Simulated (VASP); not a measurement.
Here is a VASP 6.6.1 calculation.

Contents of INCAR:

```
PREC = Accurate
ENCUT = 520
EDIFF = 1E-6
ISMEAR = 0
SIGMA = 0.05
LREAL = False
LASPH = True
NELM = 100
ALGO = Fast
ISIF = 2
LWAVE = False
LCHARG = False
GGA = PE
NBANDS = 20
```

Contents of KPOINTS:

```
regular mesh
0
Gamma
  6 6 4
```

File POSCAR:

```
Tl
1.0
    3.5084562993      0.0000000000      0.0000000000
   -1.7542281496      3.0384122832      0.0000000000
    0.0000000000      0.0000000000      5.8324791494
Tl
2
Direct
    0.3333333333      0.6666666667      0.7500000000
    0.6666666667      0.3333333333      0.2500000000
```

Potentials or basis: VASP PAW PBE potentials, release 64 (Tl_d).

Launch:

```bash
$ cat potpaw_PBE.64/Tl_d/POTCAR > POTCAR
$ mpirun -np 1 vasp_std > vasp.out
```

(1) What does it give for the band gap on the k mesh?

(2) Estimate the pressure.

Answers

(1) none (metal or under the smearing width).

(2) 0.0 GPa.
